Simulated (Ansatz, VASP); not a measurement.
## LiF: VASP beside Ansatz

```
CELL_PARAMETERS angstrom
0.00000 2.04171 2.04171
2.04171 0.00000 2.04171
2.04171 2.04171 0.00000
ATOMIC_POSITIONS crystal
Li 0.00000 0.00000 0.00000
F 0.50000 0.50000 0.50000
```

The cell is a database's computed one.

Alike in both runs: task single point; functional PBE; k mesh 8 × 8 × 8; occupations gaussian, width 0.1 eV; no spin polarisation.

|  | VASP | Ansatz |
| --- | --- | --- |
| version | VASP 6.6.1 | Ansatz 0.2.0 |
| potentials or method | VASP PAW PBE potentials, release 64 (Li_sv, F) | scalar-relativistic, plane waves, PAW |
| plane-wave cutoff (eV) | 520 | 420 |
| valence electrons in the cell | 10 | 10 |

```tsv
	VASP	Ansatz	Ansatz less VASP
gap on the k mesh at the Fermi level (eV)	8.73	8.74	+0.007
least direct gap on the mesh (eV)	8.73	8.74	+0.007
```

With one functional, cell and mesh, what is left measures potentials, basis and numerics.

 A k mesh can miss the band edges.
